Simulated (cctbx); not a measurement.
# Accept or mend?

Cell a = 5.9830 Å, b = 5.9830 Å, c = 10.9490 Å, α = 90.00°, β = 90.00°, γ = 90.00°; space group P4/mmm (no. 123).

The data are simulated with cctbx, not measured: Cu Kα, λ = 1.54184 Å, to d = 0.8 Å, 50 % of the full sphere, strongest reflection 5000 counts, noise from counting, a 2 % proportional error and a noise floor of 15 counts (s.d.); no absorption.

An anisotropic refinement with weights 1/σ² prints:

```text
Rint 0.120, 285 unique reflections to 0.80 A
cycle     R1     wR2    GooF  max shift (A)
   1  0.1808  0.2684   4.241   0.06826
   5  0.1797  0.2408   3.805   0.00032
final R1 0.1797 wR2 0.2408 GooF 3.805  parameters 22  data/parameter 13.0
atom        x        y        z      Ueq    occ   su(xyz)  su(Uiso or U11)
Er1    0.00000  0.50000  0.19636   0.0205  1.000  0.00062  0.0049
Ga1    0.24802  0.75198  0.37670   0.0149  1.000  0.00132  0.0021  NPD
Ga2    0.22451  0.77549  0.00000   0.0086  1.000  0.00177  0.0040
Ga3    0.00000  0.00000  0.79876   0.0400  1.000  0.00279  0.0148
Ga4    0.50000  0.50000  0.77640   0.0167  1.000  0.00230  0.0079
Zn1    0.50000  0.50000  0.00000   0.0235  1.000  0.00000  0.0116
difference map: max 46.55 min -17.15 rms 2.41
Q1    0.0000  0.5000  0.5000    2   46.55  2.51 A from Ga1
Q2    0.5000  0.5000  0.3360    2   14.54  1.23 A from Ga4
Q3    0.0000  0.0000  0.3156    2   11.82  1.25 A from Ga3
Q4    0.5000  0.5000  0.0000    1    9.73  0.00 A from Zn1
Q5    0.0862  0.5000  0.0000    4    9.29  1.84 A from Ga2
Q6    0.0000  0.5000  0.3337    4    9.15  1.50 A from Er1
```

Q: Accept it or mend it, and why?

Mend it. The fault: an atom left out, Co at (0, 1/2, 1/2). Against the right model at the same level, R1 goes from 0.0419 to 0.1797 and GooF from 0.90 to 3.81, the top difference peak, 46.5 e/Å³, lies 2.51 Å from Ga1 and Ga1 goes non-positive-definite. Q1 is the missing atom. With scattering power missing, scale and phases suffer, so peaks may also grow on the heavy atoms.

The compound is Er4ZnGa16Co2. The right model at the same level gives:

```text
Rint 0.120, 285 unique reflections to 0.80 A
cycle     R1     wR2    GooF  max shift (A)
   1  0.0592  0.0785   1.248   0.02520
   2  0.0419  0.0567   0.901   0.00004
final R1 0.0419 wR2 0.0567 GooF 0.901  parameters 25  data/parameter 11.4
atom        x        y        z      Ueq    occ   su(xyz)  su(Uiso or U11)
Er1    0.00000  0.50000  0.19480   0.0110  1.000  0.00013  0.0011
Ga1    0.24652  0.75348  0.38377   0.0195  1.000  0.00039  0.0007
Ga2    0.21732  0.78268  0.00000   0.0165  1.000  0.00042  0.0013
Ga3    0.00000  0.00000  0.80743   0.0192  1.000  0.00068  0.0020
Ga4    0.50000  0.50000  0.78329   0.0112  1.000  0.00058  0.0019
Zn1    0.50000  0.50000  0.00000   0.0142  1.000  0.00000  0.0024
Co1    0.00000  0.50000  0.50000   0.0141  1.000  0.00000  0.0043
difference map: max 5.24 min -5.25 rms 1.14
Q1    0.1043  0.5000  0.0000    4    5.26  1.82 A from Ga2
Q2    0.3080  0.4116  0.5000    8    4.25  1.65 A from Ga1
Q3    0.3941  0.3941  0.3511    8    4.15  1.30 A from Ga1
Q4    0.1247  0.5000  0.3661    8    4.04  1.65 A from Co1
Q5    0.1441  0.1441  0.4212    8    3.95  0.96 A from Ga1
Q6    0.0000  0.0000  0.3059    2    3.85  1.24 A from Ga3
```

The model was made for the exercise: a known structure type with other elements put in, its volume estimated, not relaxed; displacement parameters are assumed.

[Middle refinement cycles are left out of these outputs.]

[Logs are printed without paths, hosts, clocks, repeated set-up lines and the standing remarks that a program may print on its own settings, such as how far it seeks lower states.]
